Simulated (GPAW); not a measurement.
## SrO: dielectric tensor with PBE

Crystal: SrO.

```
Sr O
1.0
     0.00000    2.58330    2.58330
     2.58330    0.00000    2.58330
     2.58330    2.58330    0.00000
Sr O
1 1
Cartesian
  2.5833 2.5833 2.5833
  0.0000 0.0000 0.0000
```

| Item | Value |
| --- | --- |
| Program | GPAW 26.7.0 |
| Task | dielectric tensor |
| Functional | PBE |
| Potentials or basis | GPAW PAW data sets (gpaw-data 1.2.1) |
| Cutoff | 650 eV |
| Basis | pw |
| k mesh | 7 × 7 × 7 |
| Occupations | fermi-dirac, width 0.001 eV |
| Spin | no spin polarisation |
| Response ecut | 80 eV |
| Maxiter | 150 |
| Response k mesh | 23 × 23 × 23 |
| Response bands | 28 |
| Kernels | ["RPA"] |
| Coarser k mesh | 23 × 23 × 23 |

The band gap on the k mesh is 3.46 eV, indirect (least direct gap 3.56 eV). The electronic dielectric tensor (diagonal) is 3.52.

Electronic dielectric tensor:
```
3.52 0.00 0.00
0.00 3.52 0.00
0.00 0.00 3.52
```

Wall time 3.9 min on 1 thread of AMD EPYC 7B13 (Zen 3), with other jobs on the host, peak memory 0.66 GiB.

Caveat: the long-wavelength limit can be off by a per cent or two; an odd mesh through Γ misses points on the zone boundary, where band edges often lie. A hybrid or GW would open this gap; PBE tends to underestimate it.
